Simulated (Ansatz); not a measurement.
# HfSiO4: the cost of one run

Program: Ansatz 0.2.0. Level of theory: DFT PBE, scalar-relativistic, plane waves, PAW. These are calculated values, not measurements.

**1. The structure to begin with**

The structure is orthorhombic, space group I222 (No. 23). The conventional cell has a = 4.187 Å, b = 4.578 Å, c = 7.417 Å, α = 90.00°, β = 90.00°, γ = 90.00°. Hf (site symmetry 222) is surrounded by 4 O at 1.66 Å and 2 Si at 2.29 Å. Si (site symmetry 222) has 4 O at 1.66 Å and 2 Hf at 2.29 Å in its first shell of neighbours. O (site symmetry 1) is surrounded by 1 Si at 1.66 Å and 1 Hf at 1.66 Å.

As a file:

```cif
data_structure
_symmetry_space_group_name_H-M 'I222'
_symmetry_Int_Tables_number 23
_cell_length_a 4.1875
_cell_length_b 4.5778
_cell_length_c 7.4168
_cell_angle_alpha 90.000
_cell_angle_beta 90.000
_cell_angle_gamma 90.000
_cell_volume 142.17
loop_
_atom_site_label
_atom_site_type_symbol
_atom_site_symmetry_multiplicity
_atom_site_Wyckoff_symbol
_atom_site_fract_x
_atom_site_fract_y
_atom_site_fract_z
_atom_site_occupancy
Hf1 Hf 2 a 0.00000 0.00000 0.00000 1
Si1 Si 2 d 0.00000 0.50000 0.00000 1
O1 O 8 k 0.20900 0.75000 0.89000 1
```

The start is an ordering of an alloy on its end members' structure types: elements ordered on the sites of the SiO2 type, Hf/Si on Si (I222, No. 23).

**2. The guess as it stands, on a coarse mesh**

Input file input.yaml:

```yaml
crystal:
  lattice:
    - [-2.09372524, 2.28890305, 3.70837776]
    - [2.09372524, -2.28890305, 3.70837776]
    - [2.09372524, 2.28890305, -3.70837776]
  atoms:
    - { symbol: Hf, position: [0.0, 0.0, 0.0] }
    - { symbol: Si, position: [0.5, 0.0, 0.5] }
    - { symbol: O, position: [0.63999999, 0.09899998, 0.95899998] }
    - { symbol: O, position: [0.13999999, 0.68100001, 0.04100002] }
    - { symbol: O, position: [0.36000001, 0.31899999, 0.45899998] }
    - { symbol: O, position: [0.86000001, 0.90100002, 0.54100002] }
basis:
  ecutwfc: 420
kpoints:
  mp_grid: { grid: [6, 6, 6] }
hamiltonian:
  xc: pbe
scf:
  occupations: { method: gaussian, width: 0.1 }
  lower_state_search: "off"
output:
  forces: true
  stress: true
  eigenvalues: true
```

On the command line:

```
> ansatz run input.yaml --threads 1 --pin off --max-ram 2560MiB --backend cpu --events-out ev --progress --plain --runs-dir out
```

What time and memory should one allow on 1 thread of Intel Xeon at 2.50GHz (Skylake/Cascade Lake), shared host?

About 20 s, with a peak of 0.39 GiB.
